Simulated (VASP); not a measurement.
The system is ZnSe (Stilleite).

```
Zn Se
1.0
     0.00000    2.83380    2.83380
     2.83380    0.00000    2.83380
     2.83380    2.83380    0.00000
Zn Se
1 1
Cartesian
  0.0000 0.0000 0.0000
  1.4169 1.4169 1.4169
```

Base run:

| Property | Result |
| --- | --- |
| Program | VASP 6.6.1 |
| Functional | PBE |
| Potentials or basis | VASP PAW PBE potentials, release 64 (Zn, Se) |
| Cutoff | 520 eV |
| k mesh | 7 × 7 × 7 |
| Occupations | fermi-dirac, width 0.02 eV |
| Spin | no spin polarisation |

Its results: band gap on the k mesh 1.29 eV, direct; pressure 2.4 GPa.

Task: After a change of settings the same cell gave: band gap on the k mesh 1.17 eV, direct; pressure -0.8 GPa. Which change was it?
A. functional from PBE to LDA; potentials or basis from VASP PAW PBE potentials, release 64 (Zn, Se) to VASP PAW LDA potentials, release 64 (Zn, Se)
B. functional from PBE to r2SCAN; further incar settings from ALGO = Fast; EDIFF = 1e-07 to ALGO = Normal; EDIFF = 1e-07
C. functional from PBE to PBEsol

Result: C.

PBEsol binds more tightly than PBE, so the same cell stands under less pressure.

Caveats: an odd mesh through Γ misses points on the zone boundary, where band edges often lie; the PAW data sets were made with another functional, which shifts forces and pressure a little (some runs).

Not every run made on this cell is shown here.
